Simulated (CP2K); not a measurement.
# AlPt (Pm-3m) in CP2K: reference runs, part 2 of 2

CP2K 2026.2.

**3. Single point, PBEsol (atoms moved at random, drawn with an rms of 0.05 Å)**

alpt_scf.inp reads:

```
&GLOBAL
  PROJECT alpt_scf
  RUN_TYPE ENERGY_FORCE
  PRINT_LEVEL LOW
&END GLOBAL
&FORCE_EVAL
  METHOD QS
  STRESS_TENSOR ANALYTICAL
  &DFT
    BASIS_SET_FILE_NAME BASIS_MOLOPT_UZH
    POTENTIAL_FILE_NAME POTENTIAL_UZH
    &MGRID
      CUTOFF 450
      REL_CUTOFF 60
      NGRIDS 5
    &END MGRID
    &QS
      METHOD GPW
      EPS_DEFAULT 1.0E-10
    &END QS
    &KPOINTS
      SCHEME MONKHORST-PACK 9 9 9
      GAMMA_CENTERED T
      SYMMETRY T
      SYMMETRY_BACKEND SPGLIB
    &END KPOINTS
    &SCF
      SCF_GUESS ATOMIC
      EPS_SCF 1.0E-6
      MAX_SCF 100
      ADDED_MOS 13
      CHOLESKY OFF
      EPS_EIGVAL 1.0E-7
      &DIAGONALIZATION ON
        ALGORITHM STANDARD
      &END DIAGONALIZATION
      &MIXING ON
        METHOD BROYDEN_MIXING
        ALPHA 0.4
        BETA 1.5
        NBUFFER 8
      &END MIXING
      &SMEAR ON
        METHOD FERMI_DIRAC
        ELECTRONIC_TEMPERATURE [K] 580.226
      &END SMEAR
    &END SCF
    &XC
      &XC_FUNCTIONAL
        &GGA_X_PBE_SOL
        &END GGA_X_PBE_SOL
        &GGA_C_PBE_SOL
        &END GGA_C_PBE_SOL
      &END XC_FUNCTIONAL
    &END XC
    &PRINT
      &KPOINTS ON
      &END KPOINTS
      &MULLIKEN ON
      &END MULLIKEN
      &MO ON
        ENERGIES T
        OCCUPATION_NUMBERS T
        &EACH
          QS_SCF 0
        &END EACH
        ADD_LAST NUMERIC
      &END MO
      &LOWDIN ON
      &END LOWDIN
      &HIRSHFELD ON
        SHAPE_FUNCTION DENSITY
      &END HIRSHFELD
    &END PRINT
  &END DFT
  &SUBSYS
    &CELL
      ABC 3.0915460000 3.0915460000 3.0915460000
      ALPHA_BETA_GAMMA 90.0000000000 90.0000000000 90.0000000000
      PERIODIC XYZ
    &END CELL
    &COORD
      Pt  1.5652033666 1.6066609985 1.5169412420
      Al  -0.0030420813 -0.0163295460 0.0119148183
    &END COORD
    &KIND Pt
      BASIS_SET TZVP-MOLOPT-PBE-GTH-q18
      POTENTIAL GTH-PBE-q18
    &END KIND
    &KIND Al
      BASIS_SET TZVP-MOLOPT-PBE-GTH-q3
      POTENTIAL GTH-PBE-q3
    &END KIND
    &PRINT
      &ATOMIC_COORDINATES ON
      &END ATOMIC_COORDINATES
      &CELL ON
      &END CELL
      &SYMMETRY ON
      &END SYMMETRY
    &END PRINT
  &END SUBSYS
  &PRINT
    &FORCES ON
    &END FORCES
    &STRESS_TENSOR ON
    &END STRESS_TENSOR
  &END PRINT
&END FORCE_EVAL
```

Potentials or basis: POTENTIAL_UZH Pt GTH-PBE-q18, Al GTH-PBE-q3; TZVP-MOLOPT-PBE-GTH basis.

Command:

```sh
> OMP_NUM_THREADS=1 cp2k.psmp -i alpt_scf.inp -o alpt_scf.out
```

alpt_scf.out:

```text

 CP2K| version string:                                       CP2K version 2026.2
 CP2K| Input file name                                              alpt_scf.inp

 GLOBAL| Force Environment number                                              1
 GLOBAL| Basis set file name                                    BASIS_MOLOPT_UZH
 GLOBAL| Potential file name                                       POTENTIAL_UZH
 GLOBAL| MM Potential file name                                     MM_POTENTIAL
 GLOBAL| Coordinate file name                                      __STD_INPUT__
 GLOBAL| Method name                                                        CP2K
 GLOBAL| Project name                                                   alpt_scf
 GLOBAL| Run type                                                   ENERGY_FORCE
 GLOBAL| FFT library                                                       FFTW3
[... 5 lines left out ...]
 GLOBAL| Global print level                                                  LOW
 GLOBAL| Total number of message passing processes                             1
 GLOBAL| Number of threads for this process                                    1
 GLOBAL| CPU model name                                                  UNKNOWN

 CELL| Volume [angstrom^3]:                                            29.547935
 CELL| Vector a [angstrom]:       3.092     0.000     0.000   |a| =     3.091546
 CELL| Vector b [angstrom]:       0.000     3.092     0.000   |b| =     3.091546
 CELL| Vector c [angstrom]:       0.000     0.000     3.092   |c| =     3.091546
 CELL| Angle (b,c), alpha [degree]:                                    90.000000
 CELL| Angle (a,c), beta  [degree]:                                    90.000000
 CELL| Angle (a,b), gamma [degree]:                                    90.000000
 CELL| Numerically orthorhombic:                                             YES
 CELL| Periodicity                                                           XYZ

 CELL_REF| Volume [angstrom^3]:                                        29.547935
 CELL_REF| Vector a [angstrom     3.092     0.000     0.000   |a| =     3.091546
 CELL_REF| Vector b [angstrom     0.000     3.092     0.000   |b| =     3.091546
 CELL_REF| Vector c [angstrom     0.000     0.000     3.092   |c| =     3.091546
 CELL_REF| Angle (b,c), alpha [degree]:                                90.000000
 CELL_REF| Angle (a,c), beta  [degree]:                                90.000000
 CELL_REF| Angle (a,b), gamma [degree]:                                90.000000
 CELL_REF| Numerically orthorhombic:                                         YES
 CELL_REF| Periodicity                                                       XYZ

[... 8 lines left out ...]
 TOTAL NUMBERS AND MAXIMUM NUMBERS

[... 150 lines left out ...]
 MO|  Index      Eigenvalue [a.u.]        Eigenvalue [eV]             Occupation
 MO|      1              -3.157084             -85.908611               2.000000
 MO|      2              -1.494842             -40.676723               2.000000
 MO|      3              -1.494794             -40.675401               2.000000
 MO|      4              -1.494699             -40.672839               2.000000
 MO|      5               0.224433               6.107146               2.000000
 MO|      6               0.231184               6.290843               2.000000
[... 406 lines left out ...]
 MO|     23               1.432123              38.970038               0.000000
 MO|     24               1.478862              40.241895               0.000000
 MO| Sum:                                                              22.000000
 MO| E(Fermi):            0.463106 a.u.         12.601746 eV

 [... the levels of further k-points ...]

 !-----------------------------------------------------------------------------!
                     Mulliken Population Analysis

 #  Atom  Element  Kind  Atomic population                           Net charge
       1     Pt       1         18.182801                             -0.182801
       2     Al       2          2.817199                              0.182801
 # Total charge                             21.000000                  0.000000

 !-----------------------------------------------------------------------------!

 !-----------------------------------------------------------------------------!
                           Hirshfeld Charges

  #Atom  Element  Kind  Ref Charge     Population                    Net charge
      1       Pt     1      18.000         17.996                         0.004
      2       Al     2       3.000          3.004                        -0.004

  Total Charge                                                           -0.000
 !-----------------------------------------------------------------------------!

 LOWDIN POPULATION ANALYSIS

 #  Atom  Element  Kind  Atomic population                           Net charge
       1     Pt       1         18.821918                             -0.821918
       2     Al       2          2.178082                              0.821918
 # Total charge                             21.000000                  0.000000

 ENERGY| Total FORCE_EVAL ( QS ) energy [hartree]           -122.229666762367785

 FORCES| Atomic forces [hartree/bohr]
 FORCES|   Atom     x               y               z               |f|
 FORCES|      1 -1.78169753E-03 -6.11964136E-03  3.25024257E-03   7.15461622E-03
 FORCES|      2  1.81568723E-03  6.08666297E-03 -3.27472297E-03   7.14618757E-03
 FORCES| Sum     3.39896935E-05 -3.29783868E-05 -2.44804009E-05
 FORCES| Total atomic force                                       5.33119432E-05

 STRESS| Analytical stress tensor [bar]
 STRESS|                        x                   y                   z
 STRESS|      x       -3.94556919661E+04   2.29329721345E+03  -1.22897061048E+03
 STRESS|      y        2.29329721345E+03  -4.19257756721E+04  -4.14118563589E+03
 STRESS|      z       -1.22897061048E+03  -4.14118563589E+03  -3.99853365476E+04
 STRESS| 1/3 Trace                                            -4.04556013953E+04
 STRESS| Determinant                                          -6.51705632643E+13

 STRESS| Eigenvectors and eigenvalues of the analytical stress tensor [bar]
 STRESS|                        1                   2                   3
 STRESS| Eigenvalues  -4.54104370330E+04  -4.06609791972E+04  -3.52953879557E+04
 STRESS|      x          -0.191143577758      0.840530189546      0.506925175093
 STRESS|      y           0.800630491057     -0.165265310393      0.575915092675
 STRESS|      z           0.567851168417      0.515942223163     -0.641364695696
```

Wall time 73 s (1 thread of Arm Neoverse V2, shared host); peak memory 0.36 GiB.

What came out:

* Free energy: -3326.0384 eV
* Pressure: -4.0 GPa
* Largest force: 0.368 eV/Å
* Band gap on the k mesh: none (metal or under the smearing width)
* Mulliken charges: Pt -0.18; Al +0.18 e

Forces in eV/Å, atoms in the order of the input:
```
Pt  -0.092 -0.315  0.167
Al   0.093  0.313 -0.168
```

Caveat: Mulliken charges move with the basis; the potentials were made for another functional, which shifts forces and pressure; the basis of atomic orbitals isn't converged, which shifts pressures, moduli and gaps. The run has no spin-orbit coupling, so splittings on Pt are missing.
